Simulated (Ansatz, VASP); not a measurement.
## SiO2: VASP beside Ansatz

```
CELL_PARAMETERS angstrom
4.35282 0.00000 0.00000
0.00000 4.35282 0.00000
0.00000 0.00000 2.88224
ATOMIC_POSITIONS crystal
Si 0.50000 0.50000 0.50000
Si 0.00000 0.00000 0.00000
O 0.69389 0.69389 0.00000
O 0.19389 0.80611 0.50000
O 0.30611 0.30611 0.00000
O 0.80611 0.19389 0.50000
```

Change from the starting cell: strain +0.040 along x and y, +0.080 along z, atoms carried along.

Alike in both runs: task single point; functional r2SCAN; k mesh 6 × 6 × 8; occupations gaussian, width 0.05 eV; no spin polarisation.

|  | VASP | Ansatz |
| --- | --- | --- |
| version | VASP 6.6.1 | Ansatz 0.2.0 |
| potentials or method | VASP PAW PBE potentials, release 64 (Si, O) | scalar-relativistic, plane waves, PAW |
| plane-wave cutoff (eV) | 520 | 500 |
| valence electrons in the cell | 32 | 32 |

Ansatz gave:

| Quantity | Value |
| --- | --- |
| gap on the k mesh at the Fermi level (eV) | 3.70 |
| least direct gap on the mesh (eV) | 3.70 |
| pressure (GPa) | -38.9 |
| largest component of the traceless stress (GPa) | 13.82 |
| rms of the force components (eV/Å) | 0.213 |

Question: Which values does VASP return?

Answer: gap on the k mesh at the Fermi level (eV): 3.69; least direct gap on the mesh (eV): 3.69; pressure (GPa): -38.7; largest component of the traceless stress (GPa): 13.49; rms of the force components (eV/Å): 0.208.

Atom by atom the forces differ by 0.004 eV/Å (rms over components). With one functional, cell and mesh, what is left measures potentials, basis and numerics.

Caveats: the cell as given lies far from equilibrium; so large a pressure means that the cell lies far from this level's equilibrium, or that cutoff or potentials fall short (VASP); the potentials were made for another functional, which shifts forces and pressure (VASP).
